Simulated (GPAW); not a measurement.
Sb: relaxation of cell and atoms with PBEsol

Crystal: Sb.

```
Sb
1.0
     2.15420    1.24373    3.75800
    -2.15420    1.24373    3.75800
     0.00000   -2.48746    3.75800
Sb
2
Direct
  0.76651 0.76651 0.76651
  0.23349 0.23349 0.23349
```

- Program: GPAW 26.7.0
- Task: relaxation of cell and atoms
- Functional: PBEsol
- Potentials or basis: PAW data sets generated in the run's folder for this functional
- Cutoff: 600 eV
- Basis: pw
- k mesh: 6 × 6 × 6
- Occupations: fermi-dirac, width 0.05 eV
- Spin: no spin polarisation
- Maxiter: 150
- Optimizer: BFGS
- Fmax: 0.02 eV/Å
- Max steps: 60
- Convergence: density=1e-05 forces=0.0001

```
Relaxed volume                         : 29.96 Å³/atom
Relaxed cell                           : a = 4.481 Å, b = 4.481 Å, c = 4.481 Å, α = 57.47°, β = 57.47°, γ = 57.47°
Space group after relaxing (to 0.05 Å) : R-3m (No. 166)
Energy gained by relaxing              : 0.2 meV/atom
Ionic steps                            : 6
Pressure after relaxing                : 0.1 GPa
Band gap on the k mesh                 : none (metal or under the smearing width)
```

The path:
| step | energy change (eV) | largest force (eV/Å) | pressure (GPa) | volume (Å³) |
| --- | --- | --- | --- | --- |
| 1 | 0.0000 | 0.0013 | -0.22 | 60.41 |
| 2 | -0.0001 | 0.0038 | -0.17 | 60.36 |
| 3 | -0.0002 | 0.0244 | 0.05 | 60.10 |
| 4 | -0.0003 | 0.0241 | 0.07 | 60.06 |
| 5 | -0.0004 | 0.0100 | 0.10 | 59.91 |
| 6 | -0.0004 | 0.0001 | 0.05 | 59.92 |

Final structure:
```
CELL_PARAMETERS angstrom
2.15432 1.24379 3.72697
-2.15432 1.24379 3.72697
0.00000 -2.48759 3.72697
ATOMIC_POSITIONS crystal
Sb 0.76607 0.76607 0.76607
Sb 0.23393 0.23393 0.23393
```

Levels at points of the mesh, in eV from the Fermi level:
| k point | band 11 | band 12 | band 13 | band 14 | band 15 | band 16 | band 17 | band 18 | band 19 | band 20 |
| --- | --- | --- | --- | --- | --- | --- | --- | --- | --- | --- |
| (0.00, 0.00, 0.00) | -12.79 | -4.80 | -2.06 | -1.85 | -1.85 | 2.10 | 2.70 | 2.70 | 5.05 | 5.05 |
| (0.50, 0.00, 0.00) | -10.40 | -9.71 | -1.94 | -1.80 | -0.33 | -0.26 | 0.15 | 0.41 | 7.62 | 8.47 |
| (0.50, 0.50, 0.00) | -10.39 | -8.00 | -5.54 | -3.80 | -3.74 | 1.46 | 4.96 | 5.48 | 6.98 | 9.15 |
| (0.50, 0.50, 0.50) | -11.19 | -9.07 | -1.35 | -1.35 | -0.55 | 0.04 | 0.04 | 1.02 | 7.03 | 8.97 |

Run time: 2.8 min on 1 thread of Arm Neoverse V1 (shared host), peak memory 0.28 GiB.

Caveat: later steps reuse the first step's grids. Spin-orbit coupling is left out, which matters for the levels of Sb.
